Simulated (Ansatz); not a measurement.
Theory: DFT PBE, scalar-relativistic, plane waves, PAW in Ansatz. All cells share a 420 eV cutoff and Γ-centred k meshes spaced at most about 0.3 Å⁻¹ (about 0.25 or finer for metals, 2π included). No spin polarisation.

Temperature and zero-point effects are left out.

Two relaxed structures of MgSi2N2:

A.

```
CELL_PARAMETERS angstrom
-1.92057 1.92057 4.48309
1.92057 -1.92057 4.48309
1.92057 1.92057 -4.48309
ATOMIC_POSITIONS crystal
Mg 0.00000 0.00000 0.00000
Si 0.75000 0.25000 0.50000
Si 0.25000 0.75000 0.50000
N 0.24487 0.24487 0.00000
N 0.75513 0.75513 0.00000
```

B.

```
CELL_PARAMETERS angstrom
3.38932 0.00000 0.00000
-1.69466 2.93524 0.00000
0.00000 0.00000 6.97639
ATOMIC_POSITIONS crystal
Mg 0.00000 0.00000 0.00000
Si 0.33333 0.66667 0.39586
Si 0.66667 0.33333 0.60414
N 0.33333 0.66667 0.16308
N 0.66667 0.33333 0.83692
```

Question: Which is lower in energy, and by how much?

Answer: B is lower, by 0.35 eV/atom. A has space group I4/mmm (No. 139), 13.2 Å³/atom and no gap on its mesh; B has space group P-3m1 (No. 164), 13.9 Å³/atom and no gap. Counting N atoms around Mg and Si (those within 1.25 times the shortest such distance or 1.15 times the sum of covalent radii), A has Mg 2, Si 4 and B has Mg 6, Si 1. B holds Si–Si nets (shortest 2.44 Å); in A the shortest Si–Si distance is 2.72 Å, near bonding range too. The lower one is the more open, so pressure narrows the difference. In A, Mg has 2 N at 2.20 Å; around Si lie 4 N at 1.92 Å; around N lie 4 Si at 1.92 Å and 1 Mg at 2.20 Å. In B, Mg has 6 N at 2.26 Å; around Si lie 1 N at 1.62 Å and 3 Si at 2.44 Å; N is surrounded by 1 Si at 1.62 Å and 3 Mg at 2.26 Å. Both come from invented guesses. Shaken at random and relaxed again, B came back. The lowest form computed isn't among them: it has space group Cmmm (No. 65), 14.8 Å³/atom and lies 0.31 eV/atom below the best shown.

Cells without such a test can be saddle points. Some structure types and database cells were kept out of the candidates from the start, so a known form may be missing.
